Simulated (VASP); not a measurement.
The system is HfSi2.

```xyz
6
Lattice="1.8360 -7.2850 0.0000 1.8360 7.2850 0.0000 0.0000 0.0000 3.6410" Properties=species:S:1:pos:R:3 pbc="T T T"
Hf    1.8360   -5.7406    0.9103
Hf    1.8360    5.7406    2.7308
Si    1.8360   -0.8596    0.9103
Si    1.8360    0.8596    2.7308
Si    1.8360    3.6425    0.9103
Si    1.8360   -3.6425    2.7308
```

```yaml
Program: VASP 6.6.1
Task: relaxation of cell and atoms
Functional: PBEsol
Potentials_or_basis: VASP PAW PBE potentials, release 64 (Hf_pv, Si)
Cutoff: 600 eV
k_mesh: 10 × 10 × 10
Occupations: methfessel-paxton, width 0.1 eV
Spin: no spin polarisation
```

At the start: pressure -2.8 GPa; volume 16.23 Å³/atom.

Where does the relaxation end?

Over 10 steps the energy falls by 11.0 meV/atom and the volume is 15.90 Å³/atom (-2.1 %); space group Cmcm (No. 63, to 0.05 Å).

Step by step:
```
step  energy change (eV)  largest force (eV/Å)  pressure (GPa)  volume (Å³)
   1              0.0000                0.6325           -2.76        97.40
   2             -0.0392                0.2771            2.98        93.50
   3             -0.0456                0.3619            1.33        94.53
   4             -0.0641                0.0560            0.20        95.14
   5             -0.0642                0.0385            0.13        95.19
   6             -0.0655                0.0444           -0.11        95.38
   7             -0.0655                0.0469           -0.14        95.41
   8             -0.0658                0.0276            0.13        95.26
   9             -0.0658                0.0257            0.14        95.25
  10             -0.0660                0.0025           -0.01        95.38
```

Final structure:
```
Hf Si
1.0
     1.82641   -7.17838    0.00000
     1.82641    7.17838    0.00000
     0.00000    0.00000    3.63750
Hf Si
2 4
Direct
  0.89533 0.10467 0.25000
  0.10467 0.89533 0.75000
  0.55505 0.44495 0.25000
  0.44495 0.55505 0.75000
  0.25024 0.74976 0.25000
  0.74976 0.25024 0.75000
```

Caveat: the PAW data sets were made with another functional, which shifts forces and pressure a little.
